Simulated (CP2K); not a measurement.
Runs of CP2K 2026.2 on LiF (Griceite). It takes space group Fm-3m (No. 225, cubic). Conventional cell: a = 4.028 Å, b = 4.028 Å, c = 4.028 Å, α = 90.00°, β = 90.00°, γ = 90.00°. F (site symmetry m-3m) is surrounded by 6 Li at 2.01 Å. Li (site symmetry m-3m) has 6 F at 2.01 Å as nearest neighbours. 

| task | level | potentials or basis | cell | smearing | EPS_DEFAULT | k points reduced by the point group | NGRIDS | points a segment of the path (NPOINTS) | bands added on the path | gap on the mesh (eV) | pressure (GPa) |
| --- | --- | --- | --- | --- | --- | --- | --- | --- | --- | --- | --- |
| band structure | PBEsol | POTENTIAL_UZH F GTH-PBE-q7, Li GTH-PBE-q3; TZVP-MOLOPT-PBE-GTH basis | as given | fermi-dirac 0.05 eV | 1.0E-9 | yes | 4 | 8 | 4 | 8.85 | (a) |
| band structure | PBE | POTENTIAL_UZH F GTH-PBE-q7, Li GTH-PBE-q3; TZVP-MOLOPT-PBE-GTH basis | as given | fermi-dirac 0.05 eV | 1.0E-10 | yes | 4 | 8 | 2 | 9.06 | 2.6 |
| single point | PBEsol | POTENTIAL_UZH F GTH-PBE-q7, Li GTH-PBE-q3; TZVP-MOLOPT-PBE-GTH basis | as given | fermi-dirac 0.05 eV | 1.0E-10 | yes | 5 | - | - | 8.85 | -0.4 |
| relaxation of cell and atoms | PBEsol+D3(BJ) | POTENTIAL_UZH F GTH-PBE-q7, Li GTH-PBE-q3; TZVP-MOLOPT-PBE-GTH basis | relaxed | gaussian 0.01 eV | 1.0E-10 | - | 4 | - | - | (b) | 0.0 |
| band structure | r2SCAN | POTENTIAL_UZH F GTH-SCAN-q7, Li GTH-SCAN-q3; TZVP-MOLOPT-SCAN-GTH basis | as given | fermi-dirac 0.1 eV | 1.0E-10 | yes | 4 | 6 | 4 | 10.05 | -1.6 |

Alike in all rows: no spin polarisation; k mesh 11 × 11 × 11.

Task: Fill in the values left out.

Result: (a) -0.7; (b) 9.26.

Caveats: the basis of atomic orbitals isn't converged, which shifts pressures, moduli and gaps; the potentials were made for another functional, which shifts forces and pressure (some runs); an odd mesh through Γ misses points on the zone boundary, where band edges often lie (some runs); the printed path begins after the first move (some runs); the real-space grid breaks the cell's symmetry a little (some runs).

Not every run made on this cell is shown here.
